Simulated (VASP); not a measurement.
Si:

```
Si
1.0
     0.00000    2.71561    2.71561
     2.71561    0.00000    2.71561
     2.71561    2.71561    0.00000
Si
2
Direct
  0.00000 0.00000 0.00000
  0.25000 0.25000 0.25000
```

The cell was built by a generator and needn't be a form met in nature.

Program: VASP 6.6.1. Alike in all runs: potentials or basis VASP PAW PBE potentials, release 64 (Si); no spin polarisation; cell as given; cutoff (eV) 520; smearing gaussian 0.02 eV.

Task: Order these runs on this cell by their band gap on the k mesh, lowest first.
A. level PBE; k mesh 10 × 10 × 10
B. level HSE06; k mesh 6 × 6 × 6; grid for exact exchange (PRECFOCK) Fast; screening parameter 0.2 1/A
C. level r2SCAN+rVV10; k mesh 10 × 10 × 10

Result: A (0.58 eV), C (0.75 eV), B (1.31 eV).

A k mesh can miss the band edges.
